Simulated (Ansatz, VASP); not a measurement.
TiTe2 in VASP and in Ansatz

```
CELL_PARAMETERS angstrom
3.77700 0.07554 0.00000
-1.82308 3.23321 0.00000
0.00000 0.00000 6.49800
ATOMIC_POSITIONS crystal
Te 0.33333 0.66667 0.73720
Te 0.66667 0.33333 0.26280
Ti 0.00000 0.00000 0.00000
```

Alike in both runs: task single point; functional PBE; k mesh 7 × 7 × 4; occupations fermi-dirac, width 0.05 eV; no spin polarisation.

|  | VASP | Ansatz |
| --- | --- | --- |
| version | VASP 6.6.1 | Ansatz 0.2.0 |
| potentials or method | VASP PAW PBE potentials, release 64 (Te, Ti_sv) | Ansatz PAW |
| plane-wave cutoff (eV) | 520 | 420 |
| valence electrons in the cell | 24 | 44 |

Ansatz gave:

* gap on the k mesh at the Fermi level (eV): none
* pressure (GPa): 1.0
* largest component of the traceless stress (GPa): 1.39
* rms of the force components (eV/Å): 0.043

Task: Which values does VASP return?

Result: gap on the k mesh at the Fermi level (eV): none; pressure (GPa): 0.9; largest component of the traceless stress (GPa): 1.40; rms of the force components (eV/Å): 0.044.

Atom by atom the forces differ by 0.005 eV/Å (rms over components). A gap of «none» marks a metal or a gap that the smearing closes. The two sets of potentials don't hold the same shells in valence.

Spin-orbit coupling is left out, which matters for the levels of Te.
